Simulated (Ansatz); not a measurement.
# InP (F-43m) in Ansatz: notebook, part 2 of 2

Ansatz 0.2.0. Earlier steps stand in the parts before.

## 4. Phonons, LDA

The input, input.yaml:

```yaml
crystal:
  lattice:
    - [0.0, 2.9305, 2.9305]
    - [2.9305, 0.0, 2.9305]
    - [2.9305, 2.9305, 0.0]
  atoms:
    - { symbol: In, position: [0.0, 0.0, 0.0] }
    - { symbol: P, position: [0.75, 0.75, 0.75] }
hamiltonian:
  xc: lda
  pseudopotentials: { kind: paw }
kpoints:
  mp_grid: { grid: [6, 6, 6] }
scf:
  occupations: { method: fixed }
phonons:
  method: dfpt
  dielectric: true
  rigid_motions: translations
  qmesh: [2, 2, 2]
  temperatures: { t_max: 1000, t_step: 100 }
  qpath:
    path:
      - [[0.0, 0.0, 0.0], [0.5, 0.0, 0.5], [0.5, 0.25, 0.75], [0.375, 0.375, 0.75], [0.0, 0.0, 0.0], [0.5, 0.5, 0.5], [0.625, 0.25, 0.625], [0.5, 0.25, 0.75], [0.5, 0.5, 0.5], [0.375, 0.375, 0.75]]
      - [[0.625, 0.25, 0.625], [0.5, 0.0, 0.5]]
    npoints: 8
```

Potentials or basis: Ansatz PAW.

Launch:

```console
$ ansatz run input.yaml --threads 2 --pin off --max-ram 5632MiB --backend cpu --events-out ev --progress --plain --runs-dir out
```

Log:

```text
Warning: phonons: the dynamical matrix that this run interpolates holds no multipole term above the dipole-dipole one, and a site of this crystal is no centre of inversion, so its interpolated transverse optical and acoustic branches and sound speeds can stay off near Gamma, and the density of states and the thermodynamics with them. What a run solves at a wave vector of phonons.qpoints, Gamma apart, where the deck admits one, is free of this, and under fd what a larger phonons.supercell samples
Warning: RAYON_NUM_THREADS=2 ignored (pool sized by the plan → 2); use --threads N
Engine: ansatz 0.2.0, x86_64-unknown-linux-gnu
Pseudopotentials: kind: paw
Pseudopotential: In, paw, valence charge 13, recommended cutoff 420 eV (normal), In.paw.azcp
Pseudopotential: P, paw, valence charge 5, recommended cutoff 420 eV (normal), P.paw.azcp
Functional definition: SPW92
  exchange = slater_x
  correlation = pw_c
Crystal: 2 atoms, lattice volume = 50.333 Å³
Basis set: ecut = 420 eV, 941 PW (Γ), exchange–correlation on 60×60×60 points (8 copies of the dense FFT grid, shifted against one another)
Bands: 13, of which v1, the nominal top of the filled ones, is band 9 counted from 1 (8 counted from 0)
Symmetry: 24 space group operations
k-points: 46 of 216 (irreducible under 4 space group operations, time reversal used)
Non-local potential: In, projectors of the file, l = 0: 2, l = 1: 2, l = 2: 2, l = 3: 2
Non-local potential: P, projectors of the file, l = 0: 2, l = 1: 2, l = 2: 2
PAW form: soft (Blöchl's): semilocal exchange-correlation on the pseudo side does not see the compensation charge
PAW frozen core: In, regenerated for the run's functional, and the local potential with it (the file was generated under x = pbe(κ = 0.804, μ = 0.2195149727645171), c = pbe(β = 0.06672455060314922))
PAW frozen core: P, regenerated for the run's functional, and the local potential with it (the file was generated under x = pbe(κ = 0.804, μ = 0.2195149727645171), c = pbe(β = 0.06672455060314922))
PAW one-centre angular grid: In, 590 points (default); XC on 64 Gauss nodes
PAW one-centre angular grid: P, 110 points (default); XC on 64 Gauss nodes
Initial density: superposition of atomic densities (neutral atoms: chi_scale 0, normalization atom), corrected by the library's trained network
Initial wavefunctions: pseudopotential atomic-orbital guess
Functional: x = slater, c = lda
SCF iter   1: F=—  HF=-6183.546609 eV  |F-HF|=—  |Δ(HF+E_count)|=         —  Δρ=7.90e-3  dr2=3.26e-2  ethr=1.77e-3  ⟨swp⟩=5.3  Hψ=3163  notcnv=0  defer=80
preconditioner: auto → none  [insulator: Δε(μ)=0.419 eV  Ē_g=14.579 eV  n_scr=14 (ndim 8)  ℏωp=22.2 eV  f_vac=0.021  ε∞_Penn≈3.3]
SCF iter   2: F=—  HF=-6183.535257 eV  |F-HF|=—  |Δ(HF+E_count)|=   1.14e-2  Δρ=2.66e-3  dr2=1.99e-3  ethr=1.81e-4  ⟨swp⟩=3.2  Hψ=1318  notcnv=0  defer=90
SCF iter   3: F=—  HF=-6183.534752 eV  |F-HF|=—  |Δ(HF+E_count)|=   5.05e-4  Δρ=8.11e-4  dr2=3.49e-4  ethr=1.11e-5  ⟨swp⟩=2.8  Hψ=1155  notcnv=0  defer=88
SCF iter   4: F=—  HF=-6183.534666 eV  |F-HF|=—  |Δ(HF+E_count)|=   8.66e-5  Δρ=2.71e-4  dr2=2.24e-5  ethr=1.94e-6  ⟨swp⟩=2.9  Hψ=1088  notcnv=0  defer=84
SCF iter   5: F=—  HF=-6183.534663 eV  |F-HF|=—  |Δ(HF+E_count)|=   3.16e-6  Δρ=2.03e-5  dr2=2.09e-7  ethr=1.25e-7  ⟨swp⟩=2.3  Hψ=810  notcnv=0  defer=72
SCF iter   6: F=—  HF=-6183.534660 eV  |F-HF|=—  |Δ(HF+E_count)|=   2.45e-6  Δρ=3.42e-6  dr2=5.70e-9  ethr=1.16e-9  ⟨swp⟩=2.4  Hψ=850  notcnv=0  defer=66
SCF iter   7: F=-6183.534660 eV  HF=-6183.534660 eV  |F-HF|=2.91e-11  |Δ(HF+E_count)|=   1.53e-9  Δρ=3.74e-7  dr2=4.96e-11  ethr=1.00e-12  ⟨swp⟩=11.1  Hψ=4891  notcnv=0
SCF 1 converged in 7 iterations: F = -6183.534660 eV  dr2 = 4.96e-11
NSCF: frozen V_eff on 2 k-points
DFPT response loops at Γ: preconditioner auto → none (the input reference at scf.mixing.eps_inf says where Resta's filter doesn't serve); β = 0.50; Broyden in place of MSR1
── the response to a field inside a basis, on 8×8×8 k-points: an SCF that follows is theirs, and a resumed run solves both again ──
Bands: 10, of which v1, the nominal top of the filled ones, is band 9 counted from 1 (8 counted from 0)
k-points: 60
Initial density: handed on by an earlier stage of this run
Initial wavefunctions: pseudopotential atomic-orbital guess (no wavefunctions were taken with the density)
Eigensolver: Dense (60 Hₖ)
SCF iter   1: F=—  HF=-6183.548338 eV  |F-HF|=—  |Δ(HF+E_count)|=         —  Δρ=3.90e-4  dr2=1.43e-4  ethr=1.00e-1
preconditioner: auto → none  [insulator: Δε(μ)=0.512 eV  Ē_g=12.457 eV  n_scr=14 (ndim 8)  ℏωp=22.2 eV  f_vac=0.010  ε∞_Penn≈4.2]
SCF iter   2: F=—  HF=-6183.548297 eV  |F-HF|=—  |Δ(HF+E_count)|=   4.11e-5  Δρ=1.56e-4  dr2=1.00e-5  ethr=7.93e-7
SCF iter   3: F=—  HF=-6183.548295 eV  |F-HF|=—  |Δ(HF+E_count)|=   2.35e-6  Δρ=6.02e-5  dr2=1.32e-6  ethr=5.58e-8
SCF iter   4: F=—  HF=-6183.548295 eV  |F-HF|=—  |Δ(HF+E_count)|=   7.76e-8  Δρ=2.71e-5  dr2=2.63e-7  ethr=7.34e-9
[... 28 lines left out ...]
  E_smearing   = -0.000000  (= −TS)
  E_closure    = 0.000000  (closes the sum)
  Σ components = -6183.534660   (vs F -6183.534660, Δ=0.00e0)
--- Band table (eV; the first three rows and the last of 46) ---
  k-point 0: bands = ["-7.4344", "-7.4344", "-7.4344", "-7.2794", "-7.2794", "-4.8097", "6.7495", "6.7495", "6.7495", "7.2279", "10.7018", "10.7018", "10.7018"]
  k-point 1: bands = ["-7.4665", "-7.4217", "-7.4217", "-7.2790", "-7.2790", "-4.4937", "4.4872", "6.4365", "6.4365", "8.3691", "11.0920", "11.1473", "11.1473"]
  k-point 2: bands = ["-7.5261", "-7.4017", "-7.4017", "-7.2726", "-7.2726", "-3.6742", "2.0904", "5.9557", "5.9557", "8.2092", "11.4974", "11.4974", "12.8420"]
  k-point 45: bands = ["-7.5762", "-7.3802", "-7.3495", "-7.2943", "-7.2660", "-2.5354", "1.1144", "3.5859", "4.6279", "10.2752", "10.8794", "12.3163", "14.0263"]
--- Phonons (Γ-DFPT): 2 representative perturbations + reference, on 46 of 216 k-points (Σ response iterations 6) ---
  k mesh reduced under 4 symmetry operations, with k and −k counted as one. Each operation leaves every solved perturbation unchanged. A smaller set is not considered because the run solves the response to a homogeneous field
  ASR residual: 4.198e-4 → 0.000e0 eV/Å²; symmetrization residual: 2.919e-6 eV/Å²
  ASR residual per site (eV/Å²): 3.95e-5 4.20e-4
  Γ frequencies (cm⁻¹): 0.00 0.00 0.00 297.11 297.11 297.11
  ε∞ (high-frequency dielectric tensor):
       11.995595     0.000000    -0.000000
        0.000000    11.995595     0.000000
       -0.000000     0.000000    11.995595
  ε⁰ (static dielectric tensor: ions relaxed, cell fixed):
       14.809752     0.000000    -0.000000
        0.000000    14.809752     0.000000
       -0.000000     0.000000    14.809752
  ε⁰ − ε∞ (ionic part):
        2.814157     0.000000    -0.000000
        0.000000     2.814157    -0.000000
       -0.000000    -0.000000     2.814157
  softest optical mode at Γ: 297.11 cm⁻¹; the repairs (sum rule, projections) moved no ω² at Γ by more than (1.96 cm⁻¹)²
  Born effective charges Z* (e; rows j = field, columns β = displacement):
    site 0:
         2.48968    0.00000   -0.00000
         0.00000    2.48968    0.00000
        -0.00000    0.00000    2.48968
    site 1:
        -2.48968   -0.00000    0.00000
        -0.00000   -2.48968   -0.00000
         0.00000   -0.00000   -2.48968
  Z* charge neutrality: 3.793e-6 e pre-enforcement
  solved inside a basis spanned on kpoints, on 8×8×8 k-points transformed towards the longest dipole: ε∞ is read to err by 3.7e-2, Z* by 1.3e-2 e (field_mesh: kpoints solves on kpoints); Z* is corrected for what the basis lacks
  optical modes at Γ without the LO–TO term, one row a degenerate level:
      ω (cm⁻¹)  modes    IR ((D/Å)²/amu)
        297.11      3            17.5873
  optical modes at Γ + LO–TO along q̂ = [1.0000, 0.0000, 0.0000]:
      ω (cm⁻¹)  modes    IR ((D/Å)²/amu)
        297.11      2            11.7249
        330.13      1             5.8624
  optical modes at Γ + LO–TO along q̂ = [0.0000, 1.0000, 0.0000]:
      ω (cm⁻¹)  modes    IR ((D/Å)²/amu)
        297.11      2            11.7249
        330.13      1             5.8624
  optical modes at Γ + LO–TO along q̂ = [0.0000, 0.0000, 1.0000]:
      ω (cm⁻¹)  modes    IR ((D/Å)²/amu)
        297.11      2            11.7249
        330.13      1             5.8624
--- Phonons (arbitrary-q DFPT): 3 irreducible q on the 2×2×2 mesh ---
  q = [0.0000, 0.0000, 0.0000] (star 1, of the zone-centre solve; hermiticity 7.37e-7, symmetrization 1.53e-13): 0.00 0.00 0.00 297.11 297.11 297.11
  q = [0.0000, 0.0000, -0.5000] (star 4, 2 solved perturbations on 68 of 216 k-point pairs; hermiticity 5.05e-7, symmetrization 6.18e-13): 53.79 53.79 162.31 302.76 302.76 323.83
  q = [0.0000, -0.5000, -0.5000] (star 3, 4 solved perturbations in 152 linear systems a pass and spin channel, the states on 46 of 216 k-point pairs; hermiticity 2.02e-7, symmetrization 2.81e-13): 67.59 67.59 175.20 311.32 311.32 317.43
  sum rule: each row above includes the acoustic sum rule's correction from the zone centre's row sums; it moved no ω² by more than (1.92 cm⁻¹)²
  mesh force constants: q→R imaginary residual 4.75e-17; ASR residual 4.198e-4 → 0.000e0 eV/Å²; symmetrization residual 7.105e-15 eV/Å²
  interpolated dispersion: 83 rows × 6 modes
  density of states and harmonic sums: on the 18×18×18 q-mesh, interpolated from the force constants of a 2×2×2 supercell (with the dipole–dipole term)
  largest difference from the sums on the solved wave vectors: F 6.66e-2 eV, S 9.89e-5 and C_V 3.22e-5 eV/K
  zero-point energy: 0.075133 eV/cell   skipped modes (ω ≤ 0): 3   left out of the sums: 8.57e-5 of the cell's modes: C_V's classical limit lies that fraction below 3 k_B per atom; for a crystal, a wire or a layer, F and S can be off by more, and a phonons.interpolated_qmesh denser along its periods is the remedy for the sampling
```

It took 39 s on 2 threads of Intel Xeon at 2.70GHz, shared host; peak memory 0.53 GiB.

Results:

| Quantity | Value |
| --- | --- |
| Free energy | -6183.5347 eV |
| Band gap on the k mesh | 0.48 eV, direct |
| Highest phonon frequency, LO-TO splitting left out | 324 cm⁻¹ |

Levels at points of the mesh, in eV from the valence-band top:
```tsv
k point	band 6	band 7	band 8	band 9	band 10	band 11	band 12	band 13
(0.00, 0.00, 0.00)	-11.56	0.00	0.00	0.00	0.48	3.95	3.95	3.95
(0.00, 0.00, -0.50)	-9.81	-5.84	-0.99	-0.99	1.30	4.69	4.69	6.90
(0.00, -0.50, -0.50)	-9.13	-5.88	-2.36	-2.36	1.59	2.11	8.98	9.41
(-0.50, 0.00, 0.00)	-9.81	-5.84	-0.99	-0.99	1.30	4.69	4.69	6.90
(-0.50, 0.00, -0.50)	-9.13	-5.88	-2.36	-2.36	1.59	2.11	8.98	9.41
```

Phonon frequencies in cm⁻¹ (negative: imaginary):
| q point | frequencies |
| --- | --- |
| (0.000, 0.000, 0.000) | 0 0 0 297 297 297 |
| (0.000, 0.000, -0.500) | 54 54 162 303 303 324 |
| (0.000, -0.500, -0.500) | 68 68 175 311 311 317 |

Caveat: spin-orbit coupling is left out, which moves the levels of the heavy elements; the q mesh is small, so phonon branches between its points and thermal values are rough; the PAW data sets come from PBE, with cores solved anew for the run's functional, which leaves a small shift of forces and pressure.

## 5. The runs side by side

```csv
task,level,k mesh,atoms under strain,q mesh,points for each segment of the path,gap on the mesh (eV)
elastic constants,PBE,6 × 6 × 6,relaxed,-,-,0.71
Born charges and dielectric tensor,PBE,8 × 8 × 8,-,-,-,0.72
phonons,LDA,6 × 6 × 6,-,2 × 2 × 2,8,0.48
```

Alike in all rows: potentials or basis Ansatz PAW; no spin polarisation; cell as given; cutoff (eV) 420; smearing fixed.

On the cell as given the gap runs from 0.48 eV (LDA) to 0.72 eV (PBE); the meshes differ, which moves gaps too.

Caveats: spin-orbit coupling is left out, which moves the levels of the heavy elements; the cell is more than 3 GPa from zero pressure, which shifts response properties (some runs); the PAW data sets come from PBE, with cores solved anew for the run's functional, which leaves a small shift of forces and pressure (some runs).

Total energies depend on the potentials used, so only differences within one code and one set of settings carry meaning.

## 6. Comparison with measurements

Step 2. A measured gap of InP is 1.4236 eV (direct; 1.6 K; a printed reference work, data compilation); the calculated 0.71 eV misses it by -0.71 eV. Spin-orbit coupling on In is left out. The value is that of PBE, without temperature or zero-point motion. Semilocal functionals fall short of measured gaps as a rule.

Step 3. Against the measured gap of InP, 1.4236 eV (direct; 1.6 K; a printed reference work, data compilation), the calculated 0.72 eV is off by -0.71 eV. Spin-orbit coupling on In is left out. The value is that of PBE, without temperature or zero-point motion. Semilocal functionals fall short of measured gaps as a rule. Measured high-frequency dielectric constant of InP: 9.61 (300 K; a printed reference work, textbook). This calculation gives 10.91 (+13.5 %).

Step 4. Against the measured gap of InP, 1.4236 eV (direct; 1.6 K; a printed reference work, data compilation), the calculated 0.48 eV is off by -0.95 eV. Spin-orbit coupling on In is left out. The value is that of LDA, without temperature or zero-point motion. Semilocal functionals fall short of measured gaps as a rule.
